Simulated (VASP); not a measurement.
## Input and output of a VASP PBE single-point calculation on InAs (strained zincblende)

INCAR

```
ENCUT = 520
LREAL = .FALSE.
NBANDS = 16
NSW = 0
GGA = PE
LASPH = .TRUE.
NELM = 120
ISIF = 2
EDIFF = 1E-7
IBRION = -1
LCHARG = .FALSE.
PREC = Accurate
ISMEAR = -1
SIGMA = 0.02
LWAVE = .FALSE.
```

KPOINTS

```
KPOINTS created by Atomic Simulation Environment
0
Gamma
8 8 8
0 0 0
```

KPOINTS_OPT

```
special points
7
Reciprocal
0.0000000000 0.0000000000 0.0000000000 1
-0.5000000000 -0.5000000000 0.0000000000 1
-0.3750000000 -0.3750000000 0.2500000000 1
-0.3750000000 0.0000000000 0.3750000000 1
0.0000000000 0.0000000000 0.5000000000 1
-0.5000000000 -0.2500000000 0.2500000000 1
-0.0272620000 0.0000000000 -0.0272620000 1
```

POSCAR

```
In As
 1.0000000000000000
     0.0000000000000000    3.1462281872000002    2.9527074487000000
     3.1462281872000002    0.0000000000000000    2.9527074487000000
     3.1462281872000002    3.1462281872000002    0.0000000000000000
 In  As
   1   1
Cartesian
  0.0000000000000000  0.0000000000000000  0.0000000000000000
  1.5731140935999999  1.5731140935999999  1.4763537243500000
```

VASP ran with the recommended PBE PAW datasets (18 valence electrons in the cell).

Command

```
mpirun -np 1 vasp_std
```

From OUTCAR

```
k-points           NKPTS =     59   k-points in BZ     NKDIM =     59   number of bands    NBANDS=     16

   NELECT =      18.0000    total number of electrons

   dimension x,y,z NGX =    32 NGY =   32 NGZ =   36
   dimension x,y,z NGXF=    64 NGYF=   64 NGZF=   72

  energy-cutoff  :      520.00
  volume of cell :       58.46
      direct lattice vectors                 reciprocal lattice vectors
     0.000000000  3.146228187  2.952707449    -0.158920450  0.158920450  0.169336112
     3.146228187  0.000000000  2.952707449     0.158920450 -0.158920450  0.169336112
     3.146228187  3.146228187  0.000000000     0.158920450  0.158920450 -0.169336112

 k-points in reciprocal lattice and weights: KPOINTS created by Atomic Simulation Env
   0.00000000  0.00000000  0.00000000       0.002
   0.12500000  0.00000000  0.00000000       0.016
   0.25000000  0.00000000  0.00000000       0.016
   0.37500000  0.00000000  0.00000000       0.016
   0.50000000  0.00000000  0.00000000       0.008
   0.12500000  0.12500000  0.00000000       0.004
   0.25000000  0.12500000  0.00000000       0.016
   0.37500000  0.12500000  0.00000000       0.016
   ...

 E-fermi :   4.0335

 k-point     1 :       0.0000    0.0000    0.0000
  band No.  band energies     occupation
      1     -10.3368      2.00000
      2     -10.3368      2.00000
      3     -10.3161      2.00000
      4     -10.2343      2.00000
      5     -10.2214      2.00000
      6      -7.5453      2.00000
      7       3.4604      2.00000
      8       3.8702      1.99943
      9       3.8702      1.99943
     10       4.1341      0.01297
     11       7.7753      0.00000
     12       7.9043      0.00000
     13       7.9043      0.00000
     14      11.2774      0.00000
     15      12.9961      0.00000
     16      13.8398      0.00000

 k-point     2 :       0.1250    0.0000    0.0000
  band No.  band energies     occupation
      1     -10.3477      2.00000
      2     -10.3319      2.00000
      3     -10.3161      2.00000
      4     -10.2347      2.00000
      5     -10.2208      2.00000
      6      -7.4001      2.00000
      7       2.0235      2.00000
      8       3.6787      2.00000
      9       3.8890      1.99854
     10       4.8892      0.00000
     11       7.8403      0.00000
     12       8.1440      0.00000
     13       8.2056      0.00000
     14      12.0550      0.00000
     15      12.3499      0.00000
     16      12.8809      0.00000

 k-point     3 :       0.2500    0.0000    0.0000
  band No.  band energies     occupation
      1     -10.3808      2.00000
      2     -10.3214      2.00000
      3     -10.3083      2.00000
      4     -10.2347      2.00000
      5     -10.2180      2.00000
      6      -7.0037      2.00000
      7       0.3568      2.00000
      8       3.2961      2.00000
      9       3.5825      2.00000
     10       5.0513      0.00000
     11       8.4514      0.00000
     12       8.4639      0.00000
     13       9.0807      0.00000
     14      12.0635      0.00000
     15      12.3359      0.00000
     16      12.8259      0.00000

 k-point     4 :       0.3750    0.0000    0.0000
  band No.  band energies     occupation
      1     -10.4136      2.00000
      2     -10.3132      2.00000
      3     -10.3009      2.00000
      4     -10.2327      2.00000
      5     -10.2127      2.00000
      6      -6.5043      2.00000
      7      -0.9755      2.00000
      8       2.9839      2.00000
      9       3.3327      2.00000
     10       4.8513      0.00000
     11       8.4748      0.00000
     12       8.7908      0.00000
     13      10.3549      0.00000
     14      12.0162      0.00000
     15      13.3427      0.00000
     16      13.4360      0.00000

 k-point     5 :       0.5000    0.0000    0.0000
  band No.  band energies     occupation
      1     -10.4268      2.00000
      2     -10.3105      2.00000
      3     -10.2985      2.00000
      4     -10.2311      2.00000
      5     -10.2098      2.00000
      6      -6.2446      2.00000
      7      -1.5233      2.00000
      8       2.8684      2.00000
      9       3.2409      2.00000
     10       4.7569      0.00000
     11       8.4240      0.00000
     12       8.8338      0.00000
     13      10.7635      0.00000
     14      12.6526      0.00000
     15      14.2247      0.00000
     16      14.7511      0.00000

 k-point     6 :       0.1250    0.1250    0.0000
  band No.  band energies     occupation
      1     -10.3440      2.00000
      2     -10.3270      2.00000
      3     -10.3270      2.00000
      4     -10.2389      2.00000
      5     -10.2179      2.00000
      6      -7.3380      2.00000
      7       2.0248      2.00000
      8       3.3703      2.00000
      9       3.3703      2.00000
     10       5.5591      0.00000
     11       7.0595      0.00000
     12       8.5816      0.00000
     13       8.5816      0.00000
     14      12.0305      0.00000
     15      12.7108      0.00000
     16      13.1867      0.00000

 k-point     7 :       0.2500    0.1250    0.0000
  band No.  band energies     occupation
      1     -10.3786      2.00000
      2     -10.3159      2.00000
      3     -10.3140      2.00000
      4     -10.2426      2.00000
      5     -10.2139      2.00000
      6      -7.0133      2.00000
      7       0.7518      2.00000
      8       2.9532      2.00000
      9       3.0532      2.00000
     10       5.9622      0.00000
     11       7.0747      0.00000
     12       9.0936      0.00000
     13       9.2530      0.00000
     14      11.5763      0.00000
     15      13.1980      0.00000
     16      13.3879      0.00000

 k-point     8 :       0.3750    0.1250    0.0000
  band No.  band energies     occupation
      1     -10.4129      2.00000
      2     -10.3066      2.00000
      3     -10.3028      2.00000
      4     -10.2422      2.00000
      5     -10.2096      2.00000
      6      -6.5338      2.00000
      7      -0.6077      2.00000
      8       2.6723      2.00000
      9       2.6726      2.00000
     10       5.7893      0.00000
     11       7.9195      0.00000
     12       9.1455      0.00000
     13       9.5757      0.00000
     14      12.2903      0.00000
     15      13.4086      0.00000
     16      14.0547      0.00000

 k-point     9 :       0.5000    0.1250    0.0000
  band No.  band energies     occupation
      1     -10.4308      2.00000
      2     -10.3034      2.00000
      3     -10.2974      2.00000
      4     -10.2374      2.00000
      5     -10.2088      2.00000
      6      -6.1745      2.00000
      7      -1.4063      2.00000
      8       2.3805      2.00000
      9       2.6290      2.00000
     10       5.6285      0.00000
     11       8.3467      0.00000
     12       8.9489      0.00000
     13      10.4382      0.00000
     14      12.6805      0.00000
     15      14.0632      0.00000
     16      14.7374      0.00000

 k-point    10 :      -0.3750    0.1250    0.0000
  band No.  band energies     occupation
      1     -10.4255      2.00000
      2     -10.3062      2.00000
      3     -10.2965      2.00000
      4     -10.2329      2.00000
      5     -10.2140      2.00000
      6      -6.2869      2.00000
      7      -1.2117      2.00000
      8       2.3013      2.00000
      9       2.8334      2.00000
     10       5.6444      0.00000
     11       8.4739      0.00000
     12       8.7944      0.00000
     13      10.5856      0.00000
     14      12.8523      0.00000
     15      13.0169      0.00000
     16      14.1267      0.00000

 k-point    11 :      -0.2500    0.1250    0.0000
  band No.  band energies     occupation
      1     -10.4014      2.00000
      2     -10.3150      2.00000
      3     -10.2987      2.00000
      4     -10.2315      2.00000
      5     -10.2204      2.00000
      6      -6.7469      2.00000
      7      -0.1911      2.00000
      8       2.5147      2.00000
      9       3.2169      2.00000
     10       5.7691      0.00000
     11       8.5611      0.00000
     12       8.6209      0.00000
     13       9.2707      0.00000
     14      11.7628      0.00000
     15      12.7759      0.00000
     16      14.1650      0.00000

 k-point    12 :      -0.1250    0.1250    0.0000
  band No.  band energies     occupation
      1     -10.3713      2.00000
      2     -10.3264      2.00000
      3     -10.3045      2.00000
      4     -10.2322      2.00000
      5     -10.2224      2.00000
      6      -7.1824      2.00000
      7       1.0776      2.00000
      8       3.1227      2.00000
      9       3.5981      2.00000
     10       5.5598      0.00000
     11       8.0295      0.00000
     12       8.2592      0.00000
     13       8.7672      0.00000
     14      11.6040      0.00000
     15      12.3194      0.00000
     16      13.1379      0.00000

 ...

  Total        0.0027712      0.0027712      0.6698146      0.0000000      0.0000000      0.0000000
  in kB        0.0759531      0.0759531     18.3583792      0.0000000      0.0000000      0.0000000
  external PRESSURE =       6.1700951 kB  Pullay stress =       0.0000000 kB

 POSITION                                       TOTAL-FORCE (eV/Angst)
 -----------------------------------------------------------------------------------
      0.00000      0.00000      0.00000        -0.000000     -0.000000      0.000000
      1.57311      1.57311      1.47635         0.000000      0.000000     -0.000000
 -----------------------------------------------------------------------------------
    total drift:                               -0.000003     -0.000003      0.000002

  FREE ENERGIE OF THE ION-ELECTRON SYSTEM (eV)
  ---------------------------------------------------
  free  energy   TOTEN  =        -7.7000266602 eV

  energy  without entropy=       -7.7000193703  energy(sigma->0) =       -7.70002302
```

```yaml
gap_between_bands_v_and_c: 0.00 eV
least_direct_gap: 0.00 eV
pressure: 0.6 GPa
```

Band v is the last that the valence electrons fill when counted band by band, and c is the next.

The run took about 51 s on one core of a shared host (Intel Xeon Platinum 8488C) and held 0.23 GiB at most.
